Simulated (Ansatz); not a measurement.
# GeSe: the cost of one run

Program: Ansatz 0.2.0. Level of theory: DFT PBEsol, scalar-relativistic, plane waves, PAW. These are calculated values, not measurements.

## 1. The starting structure

It takes space group Pnma (No. 62, orthorhombic). The conventional cell has a = 10.833 Å, b = 3.835 Å, c = 4.395 Å, α = 90.00°, β = 90.00°, γ = 90.00°. Ge (site symmetry m) is surrounded by 3 Se at 2.57 to 2.58 Å. Se (site symmetry m) has 3 Ge at 2.57 to 2.58 Å as nearest neighbours.

Structure file:

```cif
data_structure
_symmetry_space_group_name_H-M 'P 1'
_symmetry_Int_Tables_number 1
_cell_length_a 10.8330
_cell_length_b 3.8355
_cell_length_c 4.3954
_cell_angle_alpha 90.000
_cell_angle_beta 90.000
_cell_angle_gamma 90.000
_cell_volume 182.63
loop_
_atom_site_label
_atom_site_type_symbol
_atom_site_fract_x
_atom_site_fract_y
_atom_site_fract_z
_atom_site_occupancy
Ge1 Ge 0.37899 0.75000 0.61130 1
Ge2 Ge 0.12101 0.25000 0.11130 1
Ge3 Ge 0.87899 0.75000 0.88870 1
Ge4 Ge 0.62101 0.25000 0.38870 1
Se1 Se 0.14650 0.75000 0.49760 1
Se2 Se 0.35350 0.25000 0.99760 1
Se3 Se 0.64650 0.75000 0.00240 1
Se4 Se 0.85350 0.25000 0.50240 1
```

The structure comes from the Crystallography Open Database.

(A quick probe on a coarse mesh, which set the mesh and smearing, is not shown.)

## 3. The relaxation

input.yaml reads:

```yaml
crystal:
  lattice:
    - [10.833, 0.0, 0.0]
    - [0.0, 3.8355, 0.0]
    - [0.0, 0.0, 4.3954]
  atoms:
    - { symbol: Ge, position: [0.37899, 0.75, 0.6113] }
    - { symbol: Ge, position: [0.12101, 0.25, 0.1113] }
    - { symbol: Ge, position: [0.87899, 0.75, 0.8887] }
    - { symbol: Ge, position: [0.62101, 0.25, 0.3887] }
    - { symbol: Se, position: [0.1465, 0.75, 0.4976] }
    - { symbol: Se, position: [0.3535, 0.25, 0.9976] }
    - { symbol: Se, position: [0.6465, 0.75, 0.0024] }
    - { symbol: Se, position: [0.8535, 0.25, 0.5024] }
basis:
  ecutwfc: 420
kpoints:
  mp_grid: { grid: [4, 8, 6] }
hamiltonian:
  xc: pbesol
scf:
  occupations: { method: gaussian, width: 0.02 }
output:
  forces: true
  stress: true
  eigenvalues: true
  write_density: true
  write_potential: true
  elf: true
  volumetric_format: npy
relax:
  adjacent_minimum: "off"
  f_tol: 0.005
  max_steps: 80
  cell: { stress_tol: 0.05 }
```

The run is started by

```sh
> ansatz run input.yaml --threads 1 --pin off --max-ram 2560MiB --backend cpu --events-out ev --progress --plain --runs-dir out
```

Q: Estimate wall time and peak memory on 1 thread of Intel Xeon 6975P-C (Granite Rapids), shared host.

About 4.3 min, with a peak of 0.89 GiB.
